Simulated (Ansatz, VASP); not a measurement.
**One calculation of FeO (Wuestite), two programs**

```
CELL_PARAMETERS angstrom
0.00000 2.19851 2.15540
2.19851 0.00000 2.15540
2.19851 2.19851 0.00000
ATOMIC_POSITIONS crystal
Fe 0.00000 0.00000 0.00000
O 0.50000 0.50000 0.50000
```

Alike in both runs: task single point; functional PBEsol; k mesh 9 × 9 × 9; occupations fermi-dirac, width 0.05 eV; collinear spin.

|  | VASP | Ansatz |
| --- | --- | --- |
| version | VASP 6.6.1 | Ansatz 0.2.0 |
| potentials or method | VASP PAW PBE potentials, release 64 (Fe, O) | Ansatz PAW |
| plane-wave cutoff (eV) | 520 | 420 |
| valence electrons in the cell | 14 | 22 |

```csv
,VASP,Ansatz,Ansatz less VASP
gap on the k mesh at the Fermi level (eV),none,none,-
pressure (GPa),-14.4,-14.5,-0.14
largest component of the traceless stress (GPa),0.94,0.87,-0.066
net moment per atom (μB),2.00,2.00,0.000
size of the moment on the site where the two differ most (μB),3.62,3.44,-0.173
```

Site moments also hang on the region over which each program counts them. A gap of «none» marks a metal or a gap that the smearing closes. The two sets of potentials don't hold the same shells in valence.

Caveats: a cell with one magnetic atom can't hold antiferromagnetic order, which such compounds often take; semilocal functionals often make such compounds metallic where correlation or magnetic order opens a gap, which also shifts bond lengths; the PAW data sets were made with another functional, which shifts forces and pressure a little (VASP); the pressure holds a Pulay correction of +0.7 GPa for the finite cutoff (Ansatz); the PAW data sets come from PBE, with cores solved anew for the run's functional, which leaves a small shift of forces and pressure (Ansatz).
